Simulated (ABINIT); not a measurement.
HfB2:

```
Hf B
1.0
     3.14000    0.00000    0.00000
    -1.57000    2.71932    0.00000
     0.00000    0.00000    3.48000
Hf B
1 2
Cartesian
  0.0000 0.0000 0.0000
  1.5700 0.9064 1.7400
  0.0000 1.8129 1.7400
```

Base run:

| Item | Value |
| --- | --- |
| Program | ABINIT 10.8.3 (patched build) |
| Functional | PBE |
| Potentials or basis | SG15 NC PBE v1.2 |
| Cutoff | 816 eV |
| k mesh | 10 × 10 × 8 |
| Occupations | fermi-dirac, width 0.05 eV |
| Spin | no spin polarisation |

Its results: band gap on the k mesh none (metal or under the smearing width); pressure 0.9 GPa.

**Question.** The run is repeated on the same cell with these changes: potentials or basis from SG15 NC PBE v1.2 to SPMS NC PBE v1.0; valence electrons from 32 to 18. What comes out?

**Answer.** Band gap on the k mesh none (metal or under the smearing width); pressure 1.4 GPa.

Caveats: spin-orbit coupling is left out, which moves the levels of the heavy elements.
